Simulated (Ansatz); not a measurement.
**Sb (honeycomb multilayer): a band-gap study from PBE to G0W0 at the band limit**

Aim: a best estimate of the quasiparticle gap of Sb (honeycomb multilayer), with each correction and its cost laid out.

Main program and level: Ansatz 0.2.0; density functionals, hybrids, G0W0, plane waves, PAW.

Most raw output is cut from this account.

### 1. The starting structure

The cell holds 4 atoms: 4 Sb. Its edges and angles: a = 4.078 Å, b = 4.078 Å, c = 37.800 Å, α = 90.0°, β = 90.0°, γ = 120.0°. Regions: layer 1 (Sb-hc), 2 atoms (2 Sb); layer 2 (Sb-hc), 2 atoms (2 Sb). Vacuum lies along c.

Structure file:

```cif
data_structure
_symmetry_space_group_name_H-M 'P 1'
_symmetry_Int_Tables_number 1
_cell_length_a 4.0785
_cell_length_b 4.0785
_cell_length_c 37.8000
_cell_angle_alpha 90.000
_cell_angle_beta 90.000
_cell_angle_gamma 120.000
_cell_volume 544.52
loop_
_atom_site_label
_atom_site_type_symbol
_atom_site_fract_x
_atom_site_fract_y
_atom_site_fract_z
_atom_site_occupancy
Sb1 Sb 0.33333 0.66667 0.44687 1
Sb2 Sb 0.66667 0.33333 0.40334 1
Sb3 Sb 0.66667 0.33333 0.59666 1
Sb4 Sb 0.33333 0.66667 0.55313 1
```

The structure was relaxed with PBE-D3(BJ). The runs that relaxed it are not among those shown. Spin-orbit coupling is left out unless a step names it. The Coulomb interaction is cut off across the vacuum.

### 2. PBE bands

The cheap functional maps the bands first; the places of the edges decide which points the dearer methods must see.

This step: DFT, PBE, plane waves, PAW; PAW set soft_1.

Input file input.yaml:

```yaml
crystal:
  lattice:
    - [4.078463948, 0.0, 0.0]
    - [-2.039231974, 3.5320533874, 0.0]
    - [0.0, 0.0, 37.8]
  atoms:
    - { symbol: Sb, position: [0.3333333333, 0.6666666667, 0.4468740392] }
    - { symbol: Sb, position: [0.6666666667, 0.3333333333, 0.4033444523] }
    - { symbol: Sb, position: [0.6666666667, 0.3333333333, 0.5966555477] }
    - { symbol: Sb, position: [0.3333333333, 0.6666666667, 0.5531259608] }
  periodic: [true, true, false]
kpoints:
  mp_grid: { grid: [6, 6, 1] }
  band_path:
    path:
      - [0, 0, 0]
      - [0.5, 0, 0]
      - [0.3333333333333, 0.3333333333333, 0]
      - [0, 0, 0]
    npoints: 10
hamiltonian:
  xc: pbe
  pseudopotentials: { kind: paw, azcp: { folder: soft_1 } }
scf:
  occupations: { method: fermi_dirac, width: 0.02 }
  n_extra_bands: 5
output:
  eigenvalues: true
  write_density: true
  write_potential: true
  elf: true
  volumetric_format: npy
```

Started as:

```
> ansatz run input.yaml --threads 4 --pin off --max-ram 17510MiB --backend cpu --events-out ev --progress --plain --runs-dir out
```

Run time: 9.4 s. Hardware: 4 threads of Arm Neoverse V1, shared host; peak memory 0.9 GiB; 36 s of CPU time.

Numbers from this step:

- filled bands: 30
- gap: 0.9153 eV
- valence top at: Γ
- conduction bottom at: k = (0.000, 0.333, 0.000)
- least direct gap: 1.352 eV
- cell height: 37.8 Å
- thickness between outer atoms: 7.307 Å
- ionisation potential (top face): 4.716 eV
- electron affinity (top face): 3.801 eV

The gap is indirect, with the least direct gap 0.44 eV higher.

The electronic bands at the labelled points (eV, zero at the top of the highest nominally filled band):

```csv
point,band 27,band 28,band 29,band 30,band 31,band 32,band 33,band 34
Γ,-0.05,-0.05,0.00,0.00,1.50,1.95,2.70,2.70
halfway,-1.12,-1.03,-0.98,-0.26,1.09,1.53,3.21,3.34
M,-1.91,-1.66,-1.60,-1.38,1.38,1.77,1.85,2.84
halfway,-2.42,-2.11,-1.86,-1.36,1.60,2.17,2.62,2.80
K,-2.36,-2.02,-1.88,-1.59,1.09,1.56,3.05,3.06
halfway,-1.98,-1.91,-1.06,-0.25,1.85,2.41,2.53,2.83
Γ,-0.05,-0.05,0.00,0.00,1.50,1.95,2.70,2.70
```

Electrostatic potential energy in the ca plane at fractional y = 0.333, with atoms of Sb within 0.2 Å of it. With pseudopotentials it is smooth inside the atoms' cores, unlike the true potential.

Ten even steps from '0' (-44 eV) to '9' (0 eV), each cell a mean:
```
99999999876678999999999999988766789999999999
99999998631137899999999999986311379999999999
99999998400005899999999999984000058999999999
99999997300004899999999999983000048999999999
99999998400015899999999999984000158999999999
99999999742247899999999999987422479999999999
99999999877788899999999999988777899999999999
99999999999998888999999998888999999999999999
99999999999998878899999988788999999999999999
99999999999998878899999988788999999999999999
99999999998888888999999998888888999999999999
```
Columns run along c (16.0 Å, from fractional 0.31 to 0.73 of the cell; values clipped at the 3rd and 97th percentile), rows up along a (4.1 Å). Atoms in or near the plane, at fractional coordinates: Sb at (0.40, 0.67), Sb at (0.60, 0.67).

Valence density in the ca plane at fractional y = 0.333, with atoms of Sb within 0.2 Å of it. It is the smooth field of the valence electrons, not physical close to the nuclei.

Values in units of 1e0 e/Å³, 6 rows by 16 columns, each cell a mean:
```
0.0 0.0 0.1 0.7 0.6 0.2 0.0 0.0 0.0 0.1 0.5 0.9 0.1 0.0 0.0 0.0
0.0 0.0 0.2 5.7 4.5 0.1 0.0 0.0 0.0 0.1 2.5 7.6 0.3 0.0 0.0 0.0
0.0 0.0 0.2 3.9 3.1 0.1 0.0 0.0 0.0 0.1 1.7 5.2 0.3 0.0 0.0 0.0
0.0 0.0 0.1 0.3 0.4 0.2 0.1 0.0 0.0 0.2 0.3 0.4 0.1 0.0 0.0 0.0
0.0 0.0 0.0 0.1 0.2 0.2 0.1 0.0 0.1 0.2 0.2 0.1 0.0 0.0 0.0 0.0
0.0 0.0 0.0 0.1 0.2 0.2 0.1 0.0 0.1 0.2 0.2 0.1 0.0 0.0 0.0 0.0
```
Columns run along c (16.0 Å, from fractional 0.31 to 0.73 of the cell), rows up along a (4.1 Å). Atoms in or near the plane, at fractional coordinates: Sb at (0.40, 0.67), Sb at (0.60, 0.67).

### 3. PBE+SOC

The many-body steps leave out spin-orbit coupling, so its effect is taken from a two-component run, with twice the bands.

This step: DFT, PBE with spin-orbit coupling, plane waves, PAW; PAW set soft_1.

input.yaml, the sections that differ from step 2:

```yaml
kpoints:
  mp_grid: { grid: [6, 6, 1] }
  band_path:
    path:
      - [0.0, 0.0, 0.0]
      - [0.5, 0.0, 0.0]
      - [0.3333333333, 0.3333333333, 0.0]
      - [0.0, 0.3333333333, 0.0]
      - [0.25, 0.0, 0.0]
    npoints: 1
hamiltonian:
  xc: pbe
  pseudopotentials: { kind: paw_fr, azcp: { folder: soft_1 } }
scf:
  occupations: { method: fermi_dirac, width: 0.02 }
  n_extra_bands: 10
magnetization:
  noncollinear: true
  spin_orbit: true
# crystal, output: as in step 2
```

Elapsed: 37 s, on 4 threads; peak memory 2.6 GiB.

This step gave:

| Quantity | Value |
| --- | --- |
| gap | 0.6440 eV |
| valence top at | Γ |
| conduction bottom at | k = (0.000, 0.333, 0.000) |
| least direct gap | 1.180 eV |
| ionisation potential (top face) | 4.441 eV |
| electron affinity (top face) | 3.797 eV |

The gap stands −0.27 eV against PBE.

### 4. HSE06

HSE06 mixes in a quarter of exact exchange at short range. Exchange couples all pairs of k points, which makes a full band path dear, so levels are read on the mesh and at chosen points.

This step: DFT, HSE06, plane waves, PAW; PAW set soft_1.

input.yaml: that of step 3 with these lines changed.

```diff
@@ -12,3 +12,3 @@
 kpoints:
-  mp_grid: { grid: [6, 6, 1] }
+  mp_grid: { grid: [3, 3, 1] }
   band_path:
@@ -22,15 +22,8 @@
 hamiltonian:
-  xc: pbe
-  pseudopotentials: { kind: paw_fr, azcp: { folder: soft_1 } }
+  xc: hse06
+  pseudopotentials: { kind: paw, azcp: { folder: soft_1 } }
 scf:
-  occupations: { method: fermi_dirac, width: 0.02 }
-  n_extra_bands: 10
-magnetization:
-  noncollinear: true
-  spin_orbit: true
+  occupations: { method: fixed }
+  n_extra_bands: 5
 output:
   eigenvalues: true
-  write_density: true
-  write_potential: true
-  elf: true
-  volumetric_format: npy
```

Elapsed: 88 s, on 4 threads; peak memory 3.7 GiB; 5.5 min of CPU time.

This step gave:

| Item | Value |
| --- | --- |
| gap | 1.468 eV |
| valence top at | Γ |
| conduction bottom at | k = (0.000, 0.333, 0.000) |
| least direct gap | 1.865 eV |
| ionisation potential (top face) | 4.978 eV |
| electron affinity (top face) | 3.510 eV |

The gap stands +0.55 eV against PBE.

### 5. G0W0, 3×3×1 mesh, 267 empty bands, screening to 36 eV, PAW set soft_1 files

G0W0 replaces the xc potential by the self-energy, built once from these orbitals. Only a window of levels is corrected, while the sums run over the empty bands that the input names. This step takes PAW set soft_1 files.

This step: G0W0 on PBE, plane waves, PAW; PAW set soft_1.

input.yaml: that of step 4 with these lines changed.

```diff
@@ -13,12 +13,4 @@
   mp_grid: { grid: [3, 3, 1] }
-  band_path:
-    path:
-      - [0.0, 0.0, 0.0]
-      - [0.5, 0.0, 0.0]
-      - [0.3333333333, 0.3333333333, 0.0]
-      - [0.0, 0.3333333333, 0.0]
-      - [0.25, 0.0, 0.0]
-    npoints: 1
 hamiltonian:
-  xc: hse06
+  xc: pbe
   pseudopotentials: { kind: paw, azcp: { folder: soft_1 } }
@@ -26,4 +18,7 @@
   occupations: { method: fixed }
-  n_extra_bands: 5
-output:
-  eigenvalues: true
+gw:
+  n_empty_bands: 267
+  ecut_chi: 36
+  qp_bands: [v2, c2]
+  qp_kpoints: band_edges
+  screening: { model: contour_deformation }
```

It took 43 s on 4 threads; peak memory 2.5 GiB.

Numbers from this step:

- bands summed: 297
- plane waves in the screening matrix: 223
- G0W0 gap on the mesh: 0.9289 eV
- k of the valence top: 0, 0, 0
- k of the conduction bottom: 0, 0.3333, 0
- starting gap on the mesh: 0.8916 eV
- least direct G0W0 gap on the computed points: 1.616 eV

The gap on the mesh goes from 0.89 eV to 0.93 eV, a correction of +0.04 eV. Between the two edge states, bare exchange in place of the xc potential would open the gap by 4.78 eV, and correlation takes back 4.74 eV. The start differs from the 0.92 eV found before because the density comes from another mesh.

### 6. G0W0, 3×3×1 mesh, 647 empty bands, screening to 65 eV, PAW set soft_1 files

Bands and screening cutoff are moved together, since each hides the error of the other.

input.yaml: that of step 5 with these lines changed.

```diff
@@ -18,5 +18,6 @@
   occupations: { method: fixed }
+  convergence: { dr2_threshold: 1.0e-10 }
 gw:
-  n_empty_bands: 267
-  ecut_chi: 36
+  n_empty_bands: 647
+  ecut_chi: 65.0
   qp_bands: [v2, c2]
```

It took 3.9 min on 4 threads; peak memory 6.6 GiB; 15 min of CPU time.

Numbers from this step:

```
bands summed                                 : 677
plane waves in the screening matrix          : 667
q-points in the mesh                         : 9
G0W0 gap on the mesh                         : 1.104 eV
k of the valence top                         : 0, 0, 0
k of the conduction bottom                   : 0, 0.3333, 0
starting gap on the mesh                     : 0.8917 eV
Z at the valence top                         : 0.7169
Z at the conduction bottom                   : 0.7327
least direct G0W0 gap on the computed points : 1.732 eV
```

Against the run with 3×3×1 mesh, 267 empty bands, screening to 36 eV, PAW set soft_1 files, the gap moves by +0.17 eV.

Limits: finite bands, cutoff and mesh; coarse mesh for a sheet; no spin-orbit coupling. v1 is the top filled band, c1 the lowest empty one. Levels before and after the correction, in eV, zero at the valence-band top of each column:

```csv
,conduction bottom,valence top
Kohn-Sham,0.89,0.00
G0W0,1.10,0.00
```

```csv
,level,occupation,energy (eV)
Kohn-Sham,Γ v2-v1,2,0.000
Kohn-Sham,Γ c1,0,1.480
Kohn-Sham,Γ c2,0,1.929
Kohn-Sham,(0 0.333 0) v2,2,-1.318
Kohn-Sham,(0 0.333 0) v1,2,-0.691
Kohn-Sham,(0 0.333 0) c1,0,0.892
Kohn-Sham,(0 0.333 0) c2,0,1.495
G0W0,Γ v2-v1,2,0.000
G0W0,Γ c1,0,1.891
G0W0,Γ c2,0,2.465
G0W0,(0 0.333 0) v2,2,-1.373
G0W0,(0 0.333 0) v1,2,-0.628
G0W0,(0 0.333 0) c1,0,1.104
G0W0,(0 0.333 0) c2,0,1.810
```

How the two edges are built up, in eV (the quasiparticle level is the starting level plus Σx plus Σc less Vxc):

```csv
run,edge,start,Σx,Σc,Vxc,Z,QP
297 bands,valence top,-4.52,-15.37,1.65,-13.85,0.72,-4.39
297 bands,conduction bottom,-3.63,-7.24,-3.09,-10.50,0.73,-3.46
677 bands,valence top,-4.52,-15.37,1.29,-13.85,0.72,-4.75
677 bands,conduction bottom,-3.63,-7.24,-3.27,-10.50,0.73,-3.64
```

### 7. The ladder

Times are wall times on 4 threads of Arm Neoverse V1, shared host, good to a factor of about two. G0W0 rows are gaps on the mesh, lowered by the amount that the mesh misses the start's edges, a rough step that assumes the same correction there.

```csv
level,gap (eV),least direct gap (eV),time
PBE,0.92,1.35,9.4 s
PBE+SOC,0.64,1.18,37 s
HSE06,1.47,1.87,88 s
G0W0@PBE (267 empty bands),0.93,-,43 s
G0W0@PBE (647 empty bands),1.10,-,3.9 min
```

### 8. Adding up the best estimate

```csv
term,eV,running total (eV)
"G0W0 on the mesh, top rung",1.104,1.104
"to the limit, by a line in one over the bands through the two top rungs",+0.137,1.241
"spin-orbit change, from PBE",−0.271,0.969
```

### 9. Summary of results

| Property | Result |
| --- | --- |
| PBE gap | 0.92 eV, indirect |
| HSE06 | 1.47 eV |
| G0W0, top rung on the mesh | 1.10 eV |
| best estimate, G0W0@PBE with spin-orbit change | 0.97 eV |
| GW settings of the top rung | 3×3×1 mesh, 647 empty bands, screening to 65 eV, PAW set soft_1 files |
| known limits | one-shot GW, static lattice; one k mesh, untested; coarse mesh for a sheet |

What this shows: The best estimate for G0W0@PBE is 0.97 eV, indirect by PBE+SOC, against 0.64 eV at the start (both with spin-orbit coupling). The limit rests on the two highest rungs, unchecked by another pair. Among the functionals HSE06 comes nearest: +0.23 eV from the estimate without its spin-orbit term (1.24 eV). All runs took 6.8 min, 67 % of it in G0W0. The mesh in the plane is coarse for a sheet; gap and any exciton binding can still move on denser ones.

[Paths, hosts, dates, memory and timing lines, banners, echoed tables and standing remarks are left out of the program output.]

[Logs are printed without paths, hosts, clocks, repeated set-up lines and the standing remarks that a program may print on its own settings, such as how far it seeks lower states.]

[Runs of the session that timed out or met a known fault of the program may be left out.]

[Cells called generated may have been cut or substituted from an entry of the Crystallography Open Database or the Materials Project.]

[Hosts, paths, dates, database ids (printed as entryN), source tags and the programs' standing remarks are cut or masked in the printed files.]
